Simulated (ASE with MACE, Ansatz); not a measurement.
# Adsorption of TiCl4 on Cu(111): energy and structure

How much energy does the adsorption of TiCl4 on Cu(111) release or cost, and how far does that hang on the level of theory?

Calculated with Ansatz 0.2.0: Kohn-Sham DFT, PBE+D3(BJ), PAW (set soft_2), plane waves; cutoff 420 eV, fermi-dirac smearing of 0.1 eV (for the slabs). Every cell is relaxed with this functional, then solved at fixed geometry with r2SCAN+D4. Cutoffs: 420 eV for PBE+D3(BJ); 500 eV for r2SCAN+D4.

**The cells**

The cell holds 36 atoms: 36 Cu. Its edges and angles: a = 7.711 Å, b = 7.711 Å, c = 22.296 Å, α = 90.0°, β = 90.0°, γ = 60.0°. It derives from Cu (Cu(111)). The starting structure: Fcc Cu(111), 3 x 3 cells, four layers (lattice constants typed as starting values near PBE's), about 15 Å of vacuum, lower atoms held. Vacuum lies along c. 18 atoms are held.

- TiCl4 on Cu(111): one whole molecule of TiCl4 lowered over a top site, eased by MACE.

Molecules sit alone in boxes of 14 to 15 Å, at Γ at every level, with a smearing of 0.01 eV.

The input of the single point on the relaxed bare surface:

```yaml
crystal:
  lattice:
    - [7.711, 0.0, 0.0]
    - [3.8555, 6.67792, 0.0]
    - [0.0, 0.0, 22.296]
  atoms:
    - { symbol: Cu, position: [0.0, 0.0, 0.04485] }
    - { symbol: Cu, position: [0.33333, 0.0, 0.04485] }
    - { symbol: Cu, position: [0.66667, 0.0, 0.04485] }
    - { symbol: Cu, position: [0.0, 0.33333, 0.04485] }
    [... 30 atom lines left out ...]
    - { symbol: Cu, position: [0.33333, 0.66667, 0.32134] }
    - { symbol: Cu, position: [0.66667, 0.66667, 0.32134] }
kpoints:
  mp_grid: { grid: [3, 3, 1] }
hamiltonian:
  xc: pbe
  dispersion: d3bj
scf:
  occupations: { method: fermi_dirac, width: 0.1 }
output:
  forces: true
  populations: true
  dos:
    method: { smearing: { sigma: 0.08 } }
    de: 0.1
    projected:
      site_lists:
        Cu: [Cu]
        slab: [... 36 sites ...]
  eigenvalues: true
  write_density: true
  write_potential: true
  volumetric_format: npy
```

| cell | formula | k-mesh | relaxation steps | gain on relaxing (eV) | free energy, PBE+D3(BJ) (eV) | time of its runs on this page |
| --- | --- | --- | --- | --- | --- | --- |
| Cu(111) | Cu36 | 3×3×1 | 3 | 0.16 | -238513.740 | 19 s |
| TiCl4 on Cu(111) | TiCu36Cl4 | 3×3×1 | 15 | 0.55 | -245340.850 | 51 s |
| TiCl4 | TiCl4 | 1×1×1 | 3 | 0.03 | -6825.915 | 13 s |

**Reaction energies**

Products less reactants, from the free energies above and their like at the other levels, in eV; negative values release energy:

| change | PBE+D3(BJ) | r2SCAN+D4 |
| --- | --- | --- |
| adsorption of TiCl4 | -1.19 | -0.81 |

Worked for the first row at PBE+D3(BJ): (-245340.850) − (-238513.740) − (-6825.915) = -1.194 eV (from unrounded energies).

**What the relaxations did**

Bonds are pairs closer than 1.18 times the sum of covalent radii; a bond counts as made or broken only if it crosses from under that bound to over 1.3 times, or back. All concern the added atoms.

| cell | bonds to the surface at the end | nearest contact (Å) | made in DFT | broken in DFT | largest move (Å) |
| --- | --- | --- | --- | --- | --- |
| TiCl4 on Cu(111) | 3 Cl–Cu and 1 Cu–Ti | Cl–Cu 2.39 | 3 Cl–Cu and 1 Cu–Ti | none | 1.98 |

**Findings**

The change releases 1.19 eV at PBE+D3(BJ). The molecule stays whole and bonds to the surface (its most stretched bond, Cl–Ti, goes from 2.18 Å in the gas to 2.31 Å). At the same geometries the levels give -1.19 (PBE+D3(BJ)) to -0.81 eV (r2SCAN+D4).

Limits: These are static energies with no barriers, zero-point energy or heat. Where a gas molecule is taken up, its entropy is lost, which at room temperature and above is worth several tenths of an eV to over 1 eV a molecule and isn't counted. All slabs, the starting one too, were first eased by a machine-learned potential, and one starting arrangement a cell was relaxed; others may lie lower. Only one face is changed, and the cells carry no dipole correction. Levels with D3 or D4 differ in the size of their dispersion terms as well as in the functional. Pairwise D3 takes no account of screening in a metal. In some runs the program notes that positions were snapped to a detected symmetry, the atoms just miss a symmetry operation and the exchange-correlation potential is rough where the density is thin.

[Logs are printed without paths, hosts, clocks, repeated set-up lines and the standing remarks that a program may print on its own settings, such as how far it seeks lower states.]

[Hosts, paths, dates, database ids (printed as entryN), source tags and the programs' standing remarks are cut or masked in the printed files.]
